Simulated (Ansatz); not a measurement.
S vacancy in WS₂

Method: Ansatz, DFT PBE+D3(BJ), scalar-relativistic, plane waves, PAW. Settings: 420 eV cutoff, 2×2×2 k-mesh, Gaussian smearing of 0.01 eV, collinear spin in charge +1, -1 alone.

Host crystal, relaxed:

```yaml
crystal:
  lattice:
    - [3.15972, 0.00000, 0.00000]
    - [-1.57986, 2.73639, 0.00000]
    - [0.00000, 0.00000, 16.93947]
  atoms:
    - { symbol: W, position: [0.33333, 0.66667, 0.00000] }
    - { symbol: S, position: [0.66667, 0.33333, 0.90696] }
    - { symbol: S, position: [0.66667, 0.33333, 0.09304] }
```

Supercell of 36 atoms, rows in host cell vectors: -2 -4 0; -2 2 0; 0 0 -1. Atoms relax at the host's cell from a start displaced at random by 0.05 Å near the defect, so other minima may exist. The cell is small, so energies carry finite-size errors of tenths of an eV. The host's Kohn–Sham gap is 1.92 eV.

Spin-orbit coupling is left out, which matters for the bands and energies of heavy elements.

Defect: S vacancy, charge 0.

Command:

```bash
ansatz run input.yaml --threads 4 --pin off --max-ram 10240MiB --backend cpu --events-out ev --progress --plain --runs-dir out
```

The input:

```yaml
crystal:
  lattice:
    - [0.0, -10.9455797038, 0.0]
    - [-9.4791500826, 5.4727898519, 0.0]
    - [0.0, 0.0, -16.939467192]
  atoms:
    - { symbol: W, position: [0.6620565428, 0.6556678233, -0.0006627433] }
    - { symbol: W, position: [0.5, 0.8333333333, 0.0] }
    - { symbol: W, position: [0.6666666667, 0.1666666667, 0.0] }
    - { symbol: W, position: [0.4985984021, 0.3315884308, -0.0045590276] }
    - { symbol: W, position: [0.3333333333, 0.5, 0.0] }
    - { symbol: W, position: [0.1666666667, 0.6666666667, 0.0] }
    - { symbol: W, position: [0.0, 0.8333333333, 0.0] }
    - { symbol: W, position: [0.3333333333, 0.0, 0.0] }
    - { symbol: W, position: [0.1666666667, 0.1666666667, 0.0] }
    - { symbol: W, position: [0.0, 0.3333333333, 0.0] }
    - { symbol: W, position: [0.8306103271, 0.5016481144, -0.0029826767] }
    - { symbol: W, position: [0.8333333333, 1.0, 0.0] }
    - { symbol: S, position: [0.5, 0.6666666667, 0.0930373795] }
    - { symbol: S, position: [0.6666666667, 0.0, 0.0930373795] }
    - { symbol: S, position: [0.5, 0.1666666667, 0.0930373795] }
    - { symbol: S, position: [0.3333333333, 0.3333333333, 0.0930373795] }
    - { symbol: S, position: [0.1666666667, 0.5, 0.0930373795] }
    - { symbol: S, position: [0.0, 0.6666666667, 0.0930373795] }
    - { symbol: S, position: [0.3333333333, 0.8333333333, 0.0930373795] }
    - { symbol: S, position: [0.1666666667, 1.0, 0.0930373795] }
    - { symbol: S, position: [1.0, 0.1666666667, 0.0930373795] }
    - { symbol: S, position: [0.8333333333, 0.3333333333, 0.0930373795] }
    - { symbol: S, position: [0.8333333333, 0.8333333333, 0.0930373795] }
    - { symbol: S, position: [0.6666666667, 0.5, 0.9069626205] }
    - { symbol: S, position: [0.5, 0.6666666667, 0.9069626205] }
    - { symbol: S, position: [0.6666666667, 0.0, 0.9069626205] }
    - { symbol: S, position: [0.5, 0.1666666667, 0.9069626205] }
    - { symbol: S, position: [0.3333333333, 0.3333333333, 0.9069626205] }
    - { symbol: S, position: [0.1666666667, 0.5, 0.9069626205] }
    - { symbol: S, position: [0.0, 0.6666666667, 0.9069626205] }
    - { symbol: S, position: [0.3333333333, 0.8333333333, 0.9069626205] }
    - { symbol: S, position: [0.1666666667, 1.0, 0.9069626205] }
    - { symbol: S, position: [1.0, 0.1666666667, 0.9069626205] }
    - { symbol: S, position: [0.8333333333, 0.3333333333, 0.9069626205] }
    - { symbol: S, position: [0.8333333333, 0.8333333333, 0.9069626205] }
  host:
    lattice:
      - [3.1597166942, 0.0, 0.0]
      - [-1.5798583471, 2.7363949259, 0.0]
      - [0.0, 0.0, 16.939467192]
    atoms:
      - { symbol: W, position: [0.3333333333, 0.6666666667, 0.0] }
      - { symbol: S, position: [0.6666666667, 0.3333333333, 0.9069626205] }
      - { symbol: S, position: [0.6666666667, 0.3333333333, 0.0930373795] }
basis:
  ecutwfc: 420
  xc_grid: 2
kpoints:
  mp_grid: { grid: [2, 2, 2], shift: [0.0, 0.0, 0.0] }
hamiltonian:
  xc: pbe
  dispersion: d3bj
scf:
  occupations: { method: gaussian, width: 0.01 }
output:
  forces: true
  stress: false
  eigenvalues: true
  charged_corrections:
    defect_position: [0.66666667, 0.5, 0.09303738]
    epsilon: [[5.6101, 0.0, 0.0], [0.0, 5.6101, 0.0], [0.0, 0.0, 1.4325]]
  write_density: true
  write_potential: true
  elf: true
  volumetric_format: npy
relax:
  adjacent_minimum: "off"
  f_tol: 0.025
  max_steps: 45
```

From the output:

```
Warning: RAYON_NUM_THREADS=4 ignored (pool sized by the plan → 4); use --threads N
Crystal: 35 atoms, lattice volume = 1757.551 Å³
Basis set: ecut = 420 eV, 34413 PW (Γ), exchange–correlation on 150×150×240 points (8 copies of the dense FFT grid, shifted against one another)
Bands: 188, of which v1, the nominal top of the filled ones, is band 153 counted from 1 (152 counted from 0)
Symmetry: 1 space group operations
Space group: P1 (ITA 1), of the structure as read, at distance tolerance 1.2e-4 Å
k-points: 8
relax step   1: F+E_penalty+E_count = -145402.68304708 eV  Δ(F+E_penalty+E_count) = +0.000e0 eV  max|allowed force component| = 1.523e0 eV/Å  Δτ_max = 0.0000 Å
relax step   2: F+E_penalty+E_count = -145402.76173491 eV  Δ(F+E_penalty+E_count) = -7.869e-2 eV  max|allowed force component| = 1.066e0 eV/Å  Δτ_max = 0.1948 Å
relax step   3: F+E_penalty+E_count = -145403.01529371 eV  Δ(F+E_penalty+E_count) = -2.536e-1 eV  max|allowed force component| = 9.520e-2 eV/Å  Δτ_max = 0.1032 Å
relax step   4: F+E_penalty+E_count = -145403.01687791 eV  Δ(F+E_penalty+E_count) = -1.584e-3 eV  max|allowed force component| = 6.805e-3 eV/Å  Δτ_max = 0.0073 Å
SCF converged after 7 iterations
Free energy (F): -145403.016878 eV
E sigma→0 (E₀):  -145403.016878 eV
Fermi energy:    0.948273 eV
```

The relaxation gained 0.33 eV in 4 steps. Time: 2.6 min on 4 threads of Intel(R) Xeon(R) Platinum 8488C (Sapphire Rapids), on a shared host, peak memory 6.6 GiB.